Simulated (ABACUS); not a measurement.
# Zr (P6_3/mmc) in ABACUS: single point with PBE

Aim: the single point of Zr with PBE.

Everything below comes from runs of ABACUS 3.10.1. Logs are shortened: lines on timing, memory, paths and dates and some standing lists are left out, and cuts for length are marked.

### 1 Starting point

The structure is hexagonal, space group P6_3/mmc (No. 194). The conventional cell has a = 3.232 Å, b = 3.232 Å, c = 5.147 Å, α = 90.00°, β = 90.00°, γ = 120.00°. Zr (site symmetry -6m2) is surrounded by 12 Zr at 3.18 to 3.23 Å.

### 2 Single point, PBE

Input file INPUT:

```
INPUT_PARAMETERS
suffix              Zr
calculation         scf
basis_type          lcao
pseudo_dir          ./
orbital_dir         ./
symmetry            1
dft_functional      pbe
ecutwfc             100
pseudo_rcut         10
nspin               1
nbands              22
ks_solver           genelpa
smearing_method     fd
smearing_sigma      0.00367493
scf_thr             1e-07
scf_nmax            100
mixing_type         broyden
mixing_beta         0.7
cal_force           1
cal_stress          1
out_mul             1
out_chg             1
```

Input file STRU:

```
ATOMIC_SPECIES
Zr 91.2240 Zr.upf

NUMERICAL_ORBITAL
Zr_confined-atom_8au_3s2p2d1f.orb

LATTICE_CONSTANT
1.8897261246

LATTICE_VECTORS
3.2320000000 0.0000000000 0.0000000000
-1.6160000000 2.7989941050 0.0000000000
0.0000000000 0.0000000000 5.1470000000

ATOMIC_POSITIONS
Direct

Zr
0.0
2
0.6666666667 0.3333333333 0.7500000000 1 1 1
0.3333333333 0.6666666667 0.2500000000 1 1 1
```

Input file KPT:

```
K_POINTS
0
Gamma
8 8 5 0 0 0
```

Potentials or basis: PseudoDojo NC SR 0.5 PBE stringent, DZP LCAO (the cutoffs set its grid).

Run with:

```console
$ OMP_NUM_THREADS=1 mpirun -np 4 abacus > log
```

running log:

```text
ABACUS v3.10.1

               Atomic-orbital Based Ab-initio Computation at UStc

 ------------------------------------------------------------------------------------

 READING GENERAL INFORMATION
                           global_out_dir = OUT.Zr/
                           global_in_card = INPUT
                               pseudo_dir = ./
                              orbital_dir = ./
                                    DSIZE = 4
                                    GSIZE = 1

 READING UNITCELL INFORMATION
                                    ntype = 1
                  lattice constant (Bohr) = 1.88973
              lattice constant (Angstrom) = 1

 READING ATOM TYPE 1
                               atom label = Zr
                      L=0, number of zeta = 3
                      L=1, number of zeta = 2
                      L=2, number of zeta = 2
                      L=3, number of zeta = 1
             number of atom for this type = 2

                        TOTAL ATOM NUMBER = 2
DIRECT COORDINATES
    atom                   x                   y                   z     mag                  vx                  vy                  vz
taud_Zr1            0.6666666667        0.3333333333        0.7500000000  0.0000        0.0000000000        0.0000000000        0.0000000000
taud_Zr2            0.3333333333        0.6666666667        0.2500000000  0.0000        0.0000000000        0.0000000000        0.0000000000

                          Volume (Bohr^3) = 314.213
                             Volume (A^3) = 46.5615

 Lattice vectors: (Cartesian coordinate: in unit of a_0)
               +3.232                  +0                  +0
               -1.616            +2.79899                  +0
                   +0                  +0              +5.147
 Reciprocal vectors: (Cartesian coordinate: in unit of 2 pi/a_0)
            +0.309406           +0.178636                  -0
                   -0           +0.357271                  -0
                   +0                  -0           +0.194288
 The esolver type has been set to : ksdft_lcao

                PAO radial cut off (Bohr) = 10

 Read in pseudopotential file is Zr.upf
                     pseudopotential type = NC
          exchange-correlation functional = PBE
                 nonlocal core correction = 1
                        valence electrons = 12
                                     lmax = 2
                           number of zeta = 4
                     number of projectors = 6
                           L of projector = 0
                           L of projector = 0
                           L of projector = 1
                           L of projector = 1
                           L of projector = 2
                           L of projector = 2
     initial pseudo atomic orbital number = 20

 SETUP THE ELECTRONS NUMBER
            electron number of element Zr = 12
      total electron number of element Zr = 24
            AUTOSET number of electrons:  = 24
                           occupied bands = 12
                                   NLOCAL = 52
                                   NBANDS = 22
                                   NBANDS = 22
                                   NLOCAL = 52

%%%%%%%%%%%%%%%%%%%%%%%%%%%%%%%%%%%%%%%%%%%%%%%%%%%%%%%%%%%%%%%%%%%%%%%%%%%%%%%%%%%%%%%%%%%%%%%%%%%%%%%%%%
 Warning: the number of valence electrons in pseudopotential > 4 for Zr: [Kr] 4d2 5s2
 Pseudopotentials with additional electrons can yield (more) accurate outcomes, but may be less efficient.
 If you're confident that your chosen pseudopotential is appropriate, you can safely ignore this warning.
%%%%%%%%%%%%%%%%%%%%%%%%%%%%%%%%%%%%%%%%%%%%%%%%%%%%%%%%%%%%%%%%%%%%%%%%%%%%%%%%%%%%%%%%%%%%%%%%%%%%%%%%%%

 SETUP THE PLANE WAVE BASIS
 energy cutoff for charge/potential (unit:Ry) = 400
            fft grid for charge/potential = [ 40, 40, 64 ]
                        fft grid division = [ 5, 5, 4 ]
        big fft grid for charge/potential = [ 8, 8, 16 ]
                                     nbxx = 256
                                     nrxx = 25600

 SETUP PLANE WAVES FOR CHARGE/POTENTIAL
                    number of plane waves = 42487
                         number of sticks = 1039

 PARALLEL PW FOR CHARGE/POTENTIAL
     PROC   COLUMNS(POT)             PW
        1            259          10621
        2            259          10621
        3            261          10623
        4            260          10622
 --------------- sum -------------------
        4           1039          42487
                            number of |g| = 1837
                                  max |g| = 36.1792
                                  min |g| = 0.127643
[... 57 lines left out ...]
                                   nkstot = 320
                       right hand lattice = 1
(for reciprocal lattice: )
                             BRAVAIS TYPE = 4
                     BRAVAIS LATTICE NAME = 04. Hexagonal cell
                                    ibrav = 4
                       right hand lattice = 1
(for k-lattice: )
                             BRAVAIS TYPE = 4
                     BRAVAIS LATTICE NAME = 04. Hexagonal cell
                                    ibrav = 4
                       right hand lattice = 1
                        ROTATION MATRICES = 24
                               nkstot_ibz = 30
K-POINTS REDUCTION ACCORDING TO SYMMETRY
     IBZ    DIRECT_X    DIRECT_Y    DIRECT_Z  WEIGHT  ibz2bz
       1  0.00000000  0.00000000  0.00000000  0.0031       0
       2 -0.12500000  0.12500000  0.00000000  0.0187       1
       3 -0.25000000  0.25000000  0.00000000  0.0187       2
       4 -0.37500000  0.37500000  0.00000000  0.0187       3
       5  0.50000000  0.50000000  0.00000000  0.0094       4
       6 -0.12500000  0.25000000  0.00000000  0.0187       9
[... 22 lines left out ...]
      29  0.50000000  0.25000000  0.40000000  0.0375     146
      30  0.37500000  0.37500000  0.40000000  0.0375     147

                               nkstot now = 30
[... K-POINTS DIRECT COORDINATES: 30 rows ...]

           k-point number in this process = 30
       minimum distributed K point number = 30
[... stars of the k points ...]

[... K-POINTS CARTESIAN COORDINATES: 30 rows ...]

[... K-POINTS DIRECT COORDINATES: 30 rows ...]

 SETUP PLANE WAVES FOR WAVE FUNCTIONS
     energy cutoff for wavefunc (unit:Ry) = 100
              fft grid for wave functions = [ 40, 40, 64 ]
                    number of plane waves = 7235
                         number of sticks = 313

 PARALLEL PW FOR WAVE FUNCTIONS
     PROC   COLUMNS(POT)             PW
        1             78           1808
        2             78           1808
        3             79           1813
        4             78           1806
 --------------- sum -------------------
        4            313           7235

 SET NONLOCAL PSEUDOPOTENTIAL PROJECTORS
 max number of nonlocal projetors among all species is 6

 -------------------------------------------
 SELF-CONSISTENT
 -------------------------------------------

 SETUP SEARCHING RADIUS FOR PROGRAM TO SEARCH ADJACENT ATOMS
                  longest orb rcut (Bohr) = 8
   longest nonlocal projector rcut (Bohr) = 1.58
                     search radius (Bohr) = 19.2
              searching radius is (Bohr)) = 19.2
         searching radius unit is (Bohr)) = 1.89
                         PeriodicBoundary = 1
                        Radius(unit:lat0) = 10.1
                                   glayer = [ 5, 5, 3 ]
                             glayer_minus = [ 4, 4, 2 ]

Find the coordinate range of the input atom(unit:lat0).
                                  min_tau = [ -19.4, -10.3, -9.01 ]
                                  max_tau = [ 21, 13.1, 14.2 ]
                                BoxNumber = [ 9, 9, 5 ]

 SETUP EXTENDED REAL SPACE GRID FOR GRID INTEGRATION
                          real space grid = [ 40, 40, 64 ]
                 big cell numbers in grid = [ 8, 8, 16 ]
             meshcell numbers in big cell = [ 5, 5, 4 ]
                        extended fft grid = [ 13, 13, 14 ]
                dimension of extened grid = [ 35, 35, 45 ]
                            UnitCellTotal = 75
              Atom number in sub-FFT-grid = 2
    Local orbitals number in sub-FFT-grid = 52
                                ParaV.nnr = 35490
                                 init_chg = atomic

 LCAO ALGORITHM --------------- ION=   1  ELEC=   1--------------------------------

 Density error is 0.0423354164742
----------------------------------------------------------
     Energy           Rydberg                 eV
----------------------------------------------------------
 E_KohnSham     -202.4746976627      -2754.8095890394
 E_Harris       -203.7763219755      -2772.5190963498
 E_Fermi        1.0574804869         14.3877601459
----------------------------------------------------------
[... 58 lines left out ...]
 Density error is 8.29492326656e-08
----------------------------------------------------------
     Energy           Rydberg                 eV
----------------------------------------------------------
 E_KohnSham     -202.4790334494      -2754.8685804442
 E_KS(sigma->0) -202.4784062847      -2754.8600474314
 E_Harris       -202.4790337128      -2754.8685840279
 E_band         -14.0519596989       -191.1867199716
 E_one_elec     -35.6740646376       -485.3705498911
 E_Hartree      27.3855474607        372.5994883154
 E_xc           -40.0518813442       -544.9338019013
 E_Ewald        -154.1373805990      -2097.1466509416
 E_entropy(-TS) -0.0012543293        -0.0170660256
 E_descf        0.0000000000         0.0000000000
 E_exx          0.0000000000         0.0000000000
 E_Fermi        1.0409955375         14.1634709023
----------------------------------------------------------

 charge density convergence is achieved
 final etot is -2754.8685804 eV
 EFERMI = 14.163470902 eV

 STATE ENERGY(eV) AND OCCUPATIONS    NSPIN == 1
 1/30 kpoint (Cartesian) = 0.0000 0.0000 0.0000 (1329 pws)
       1       -34.7266     0.00625000
       2       -34.5721     0.00625000
       3       -13.2516     0.00625000
       4       -12.3826     0.00625000
       5       -12.3826     0.00625000
       6       -12.2464     0.00625000
[... 134 lines left out ...]
      21        23.1368    4.28887e-80
      22        26.7292        0.00000

[... levels at 24 further k points ...]

 correction force for each atom along direction 1 is 1.10259e-14
 correction force for each atom along direction 2 is 1.77115e-14
 correction force for each atom along direction 3 is 3.83582e-14
------------------------------------------------------------------------------------------
 TOTAL-FORCE (eV/Angstrom)
------------------------------------------------------------------------------------------
                       Zr1         0.0000000000         0.0000000000         0.0000000000
                       Zr2         0.0000000000         0.0000000000         0.0000000000
------------------------------------------------------------------------------------------

----------------------------------------------------------------
 TOTAL-STRESS (KBAR)
----------------------------------------------------------------
         4.4965841545         0.0000000000         0.0000000000
        -0.0000000000         4.4965841546         0.0000000000
        -0.0000000000        -0.0000000000        16.3462687516
----------------------------------------------------------------
 TOTAL-PRESSURE: 8.446479 KBAR

 --------------------------------------------
 !FINAL_ETOT_IS -2754.8685804442202425 eV
 --------------------------------------------
```

Run time: 3.5 s. Hardware: 4 MPI ranks of AMD EPYC 9R45 (Zen 5), shared host; peak memory 0.4 GiB.

Results:

| Item | Value |
| --- | --- |
| Free energy | -2754.8686 eV |
| Pressure | 0.8 GPa |
| Band gap on the k mesh | none (metal or under the smearing width) |

Levels at points of the mesh, in eV from the Fermi level:
```csv
k point,band 10,band 11,band 12,band 13,band 14,band 15
"(0.00, 0.00, 0.00)",-3.07,0.84,0.84,0.99,1.16,1.54
"(0.50, 0.50, 0.00)",-2.54,-2.18,-0.25,0.51,0.76,1.45
```

Caveat: the atomic orbitals were generated for these runs and aren't a published set; the basis of atomic orbitals isn't converged, which shifts pressures, moduli and gaps.
